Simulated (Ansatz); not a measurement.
Rows from a G0W0 calculation on GaN (P6_3mc) (Ansatz 0.2.0; G0W0 on PBE, plane waves, PAW; 6×6×4 mesh, 136 empty bands, screening to 120 eV, plasmon pole), in eV. Spin-orbit coupling is left out.

The database entry behind the starting cell has ideal inner coordinates that were not refined, so it need not match the best structure at ambient conditions.

```csv
row,Σx,Σc,Vxc,Z
A,-10.18,-4.37,-15.29,0.83
B,-11.54,-3.60,-15.77,0.82
C,-23.86,3.14,-20.23,0.79
```

Q: Which rows are filled states and which are empty ones, and how can one tell?

Filled: C. Empty: A and B. The sign of Σc tells: for a filled state bare exchange, which holds its interaction with itself, lies below Vxc (Σx − Vxc is -3.6 eV or lower here) and screening gives part back as a positive Σc. For an empty state Σx lies above Vxc (+4.2 eV or more) and the Coulomb hole leaves Σc negative.

[Paths, hosts, dates, memory and timing lines, banners, echoed tables and standing remarks are left out of the program output.]

[Logs are printed without paths, hosts, clocks, repeated set-up lines and the standing remarks that a program may print on its own settings, such as how far it seeks lower states.]

[Runs of the session that timed out or met a known fault of the program may be left out.]

[Cells called generated may have been cut or substituted from an entry of the Crystallography Open Database or the Materials Project.]

[Hosts, paths, dates, database ids (printed as entryN), source tags and the programs' standing remarks are cut or masked in the printed files.]
